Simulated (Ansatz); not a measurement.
# PbS (R3m) in Ansatz: a series of runs, part 2 of 2

Ansatz 0.2.0. Earlier steps stand in the parts before.

## 8. Single point, HSE06, 27.75 Å³/atom (volume scaled by 1.04)

input reads:

```
crystal:
  lattice:
    - [2.1404630743, 1.2357969321, 3.4973414117]
    - [-2.1404630743, 1.2357969321, 3.4973414117]
    - [0.0, -2.4715938643, 3.4973414117]
  atoms:
    - { symbol: Pb, position: [0.98056578, 0.98056578, 0.98056578] }
    - { symbol: S, position: [0.47503555, 0.47503555, 0.47503555] }
hamiltonian:
  xc: hse06
  pseudopotentials: { kind: paw }
kpoints:
  mp_grid: { grid: [6, 6, 6] }
scf:
  occupations: { method: fermi_dirac, width: 0.05 }
output:
  forces: true
  stress: true
  eigenvalues: true
```

It took 20 s on 1 × NVIDIA H100 80GB HBM3 with 2 threads of AMD EPYC 7R13 (Zen 3), shared host; peak memory 2.5 GiB.

It converged, with:

```yaml
Free_energy: -12813.6730 eV
Pressure: -2.2 GPa
Largest_force: 0.018 eV/Å
Band_gap_on_the_k_mesh: 1.04 eV, direct
```

Caveat: spin-orbit coupling is left out, which as a rule narrows the gap of such compounds by several tenths of an eV; the PAW data sets come from PBE, with cores solved anew for the run's functional, which leaves a small shift of forces and pressure; the thresholds are loose for stress.

## 9. Single point, HSE06, 28.29 Å³/atom (volume scaled by 1.06)

input, as its differences from that of step 8:

```diff
@@ -2,5 +2,5 @@
   lattice:
-    - [2.1404630743, 1.2357969321, 3.4973414117]
-    - [-2.1404630743, 1.2357969321, 3.4973414117]
-    - [0.0, -2.4715938643, 3.4973414117]
+    - [2.1540969647, 1.2436684624, 3.5196180723]
+    - [-2.1540969647, 1.2436684624, 3.5196180723]
+    - [0.0, -2.4873369248, 3.5196180723]
   atoms:
```

Potentials or basis: Ansatz PAW.

Run time: 25 s. Hardware: 1 × NVIDIA H100 80GB HBM3 with 2 threads of AMD EPYC 7R13 (Zen 3), shared host; peak memory 2.5 GiB.

Results (log left out):

```yaml
Free_energy: -12813.6552 eV
Pressure: -3.1 GPa
Largest_force: 0.027 eV/Å
Band_gap_on_the_k_mesh: 1.11 eV, direct
```

Caveat: spin-orbit coupling is left out, which as a rule narrows the gap of such compounds by several tenths of an eV; the PAW data sets come from PBE, with cores solved anew for the run's functional, which leaves a small shift of forces and pressure; the thresholds are loose for stress.

## 10. Equation of state, HSE06

No new run: the results of the series are fitted here.

What came out:

- Equilibrium volume: 26.59 Å³/atom
- Bulk modulus at fixed shape and positions: 57 GPa
- Pressure derivative of the bulk modulus: 4.3

Energy against volume, from the lowest point:
```csv
volume (Å³/atom),energy (meV/atom)
25.085,16.81
25.618,6.73
26.152,1.28
26.686,0.00
27.220,2.47
27.753,8.31
28.287,17.19
```

Caveat: the cell was scaled at fixed shape and fractional positions, which overstates the stiffness of a crystal with free parameters, most of all of layers and chains; the PAW data sets were made with another functional, which shifts forces and pressure a little. The run has no spin-orbit coupling, so splittings on Pb are missing.

## 11. Band structure, PBE0

input reads:

```
crystal:
  lattice:
    - [2.1126617058, 1.2197458045, 3.4519162518]
    - [-2.1126617058, 1.2197458045, 3.4519162518]
    - [0.0, -2.4394916091, 3.4519162518]
  atoms:
    - { symbol: Pb, position: [0.98056578, 0.98056578, 0.98056578] }
    - { symbol: S, position: [0.47503555, 0.47503555, 0.47503555] }
hamiltonian:
  xc: pbe0
  pseudopotentials: { kind: paw }
kpoints:
  mp_grid: { grid: [6, 6, 6] }
  band_path:
    path:
      - [[0.0, 0.0, 0.0], [0.5, 0.0, 0.0], [0.5, 0.2499056766, -0.2499056766]]
      - [[0.7500943234, 0.5, 0.2499056766], [0.5, 0.5, 0.5], [0.0, 0.0, 0.0], [0.3749528383, 0.0, -0.3749528383]]
      - [[0.6250471617, 0.3749528383, 0.0], [0.5, 0.5, 0.0], [0.6250471617, 0.6250471617, 0.2499056766], [0.5, 0.5, 0.5]]
      - [[0.5, 0.0, 0.0], [0.7500943234, 0.3749528383, 0.3749528383]]
    npoints: 4
scf:
  occupations: { method: fermi_dirac, width: 0.05 }
  n_extra_bands: 6
output:
  forces: true
  stress: true
  eigenvalues: true
  fatbands: false
  write_density: true
  write_potential: true
  elf: true
  volumetric_format: npy
```

It took 65 s on 1 × NVIDIA H100 80GB HBM3 with 2 threads of AMD EPYC 7R13 (Zen 3), shared host; peak memory 2.5 GiB.

Results (log left out):

- Free energy: -12810.8304 eV
- Pressure: -0.2 GPa
- Band gap on the k mesh: 1.47 eV, direct
- Band gap along the path: 1.47 eV, direct

Levels at the corners of the path, in eV from the valence-band top:
```tsv
point	band 6	band 7	band 8	band 9	band 10	band 11	band 12	band 13	band 14	band 15
Γ	-15.04	-6.53	-2.50	-2.50	-2.49	6.63	6.66	6.66	8.16	8.16
L	-13.77	-9.63	-2.08	-2.07	0.00	1.47	3.17	3.17	10.09	11.76
B1	-13.29	-8.60	-4.92	-4.92	-1.19	3.41	6.09	6.09	9.68	9.68
B	-13.29	-8.60	-4.92	-4.92	-1.19	3.41	6.09	6.09	9.68	9.68
Z	-13.78	-9.62	-2.07	-2.07	-0.02	1.49	3.17	3.17	10.09	11.77
Γ	-15.04	-6.53	-2.50	-2.50	-2.49	6.63	6.66	6.66	8.16	8.16
X	-13.34	-8.65	-5.32	-3.30	-2.72	4.61	5.49	6.54	7.61	11.86
Q	-13.34	-8.65	-5.32	-3.30	-2.72	4.61	5.49	6.54	7.61	11.86
F	-13.33	-7.77	-5.76	-3.86	-3.86	5.09	7.10	7.19	7.21	12.81
P1	-13.34	-8.65	-5.32	-3.30	-2.72	4.60	5.49	6.54	7.62	11.86
Z	-13.78	-9.62	-2.07	-2.07	-0.02	1.49	3.17	3.17	10.09	11.77
L	-13.77	-9.63	-2.08	-2.07	0.00	1.47	3.17	3.17	10.09	11.76
P	-13.34	-8.65	-5.32	-3.30	-2.72	4.60	5.49	6.54	7.62	11.86
```

Caveat: spin-orbit coupling is left out, which as a rule narrows the gap of such compounds by several tenths of an eV; the PAW data sets come from PBE, with cores solved anew for the run's functional, which leaves a small shift of forces and pressure; the thresholds are loose for stress.

## 12. Summary

```tsv
task	level	points for each segment of the path	gap on the mesh (eV)	pressure (GPa)
band structure	HSE06	4	0.89	-0.2
equation of state	HSE06	-	-	-
band structure	PBE0	4	1.47	-0.2
```

Alike in all rows: potentials or basis Ansatz PAW; no spin polarisation; cell as given; k mesh 6 × 6 × 6; cutoff (eV) 420; smearing fermi-dirac 0.05 eV.

Caveats: spin-orbit coupling is left out, which as a rule narrows the gap of such compounds by several tenths of an eV (some runs); the PAW data sets come from PBE, with cores solved anew for the run's functional, which leaves a small shift of forces and pressure (some runs); the thresholds are loose for stress (some runs); the cell was scaled at fixed shape and fractional positions, which overstates the stiffness of a crystal with free parameters, most of all of layers and chains (some runs); the PAW data sets were made with another functional, which shifts forces and pressure a little (some runs).

Absolute energies hang on the potentials; compare differences alone.
